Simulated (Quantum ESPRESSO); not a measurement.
# Ru: zone-centre phonons under several settings

```
Ru
1.0
     2.70580    0.00000    0.00000
    -1.35290    2.34329    0.00000
     0.00000    0.00000    4.28190
Ru
2
Direct
  0.66667 0.33333 0.75000
  0.33333 0.66667 0.25000
```

All runs used Quantum ESPRESSO 7.5; no spin polarisation.

```csv
level,potentials,k mesh (s: shifted),geometry,cutoff (eV),occupations,volume (Å³/atom),pressure (GPa),lowest optical mode without the field (cm⁻¹),highest optical mode without the field (cm⁻¹)
PBEsol,PseudoDojo 0.4.1 SR PBEsol standard,11 × 11 × 6,"given cell, atoms relaxed",1143,"methfessel-paxton, width 0.136 eV",13.57,-5.7,191,254
PBE,SSSP 1.3 efficiency PBE,11 × 11 × 6,relaxed cell,816,"methfessel-paxton, width 0.2 eV",?,0.0,?,?
AM05,PseudoDojo 0.4.1 SR PBE standard,11 × 11 × 6,"given cell, atoms relaxed",1143,"gaussian, width 0.136 eV",13.57,-7.4,188,251
vdW-DF-cx,PseudoDojo 0.4.1 SR PBE standard,9 × 9 × 5,relaxed cell,1143,"gaussian, width 0.272 eV",13.41,0.0,201,270
```

Task: What stands in the row left open?

Result: Volume 13.77 Å³/atom; lowest optical mode without the field 182 cm⁻¹; highest optical mode without the field 252 cm⁻¹.

Caveats: the mesh is thin for the phonons of a metal; the cell is more than 3 GPa from zero pressure, which shifts response properties (some runs); the potentials were made for another functional, which shifts forces and pressure (some runs); before the sum rule the acoustic modes lie tens of cm⁻¹ from zero, a sign that the density grid also shifts the optical modes (some runs).

For the row left open. Caveat: the mesh is thin for the phonons of a metal.
